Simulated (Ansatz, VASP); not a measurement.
# One calculation of GaAs, two programs

```
Ga As
1.0
     0.00000    2.87320    2.87320
     2.87320    0.00000    2.87320
     2.87320    2.87320    0.00000
Ga As
1 1
Direct
  0.00000 0.00000 0.00000
  0.25000 0.25000 0.25000
```

Alike in both runs: task single point; functional PBE; k mesh 8 × 8 × 8; no spin polarisation.

|  | VASP | Ansatz |
| --- | --- | --- |
| version | VASP 6.6.1 | Ansatz 0.2.0 |
| potentials or method | VASP PAW PBE potentials, release 64 (Ga_d, As) | plane waves, PAW |
| plane-wave cutoff (eV) | 520 | 550 |
| occupations | gaussian, width 0.01 eV | fixed |
| valence electrons in the cell | 18 | 28 |

```csv
,VASP,Ansatz,Ansatz less VASP
pressure (GPa),0.1,-0.1,-0.17
```

The two sets of potentials don't hold the same shells in valence.
